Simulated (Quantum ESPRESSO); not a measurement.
The system is GaN.

```xyz
2
Lattice="0.0000 2.2535 2.2535 2.2535 0.0000 2.2535 2.2535 2.2535 0.0000" Properties=species:S:1:pos:R:3 pbc="T T T"
Ga    0.0000    0.0000    0.0000
N     1.1268    1.1268    1.1268
```

The cell is a database's computed one.

Program: Quantum ESPRESSO 7.5. Alike in all runs: task band structure; potentials or basis SG15 PBE 1.2; no spin polarisation; cell as given; cutoff (eV) 1197; smearing fermi-dirac 0.05 eV.

Question: Order these runs on this cell by their pressure, lowest first.
A. level TASK; k mesh 8 × 8 × 8; SCF threshold 1e-08 Ry; symmetry off
B. level r2SCAN; k mesh 8 × 8 × 8; SCF threshold 1e-08 Ry; symmetry off
C. level BLYP; k mesh 10 × 10 × 10; SCF threshold 4e-10 Ry
D. level EV93PW91; k mesh 10 × 10 × 10; SCF threshold 4e-10 Ry
E. level PBEsol; k mesh 10 × 10 × 10; SCF threshold 4e-10 Ry

Answer: B (-3.3 GPa), E (0.2 GPa), A (2.4 GPa), C (10.5 GPa), D (22.6 GPa).

Caveats: the potentials were made for another functional, which shifts forces and pressure; the potentials were made for a functional far from this one (some runs).

Runs at the PBE level aren't shown here.
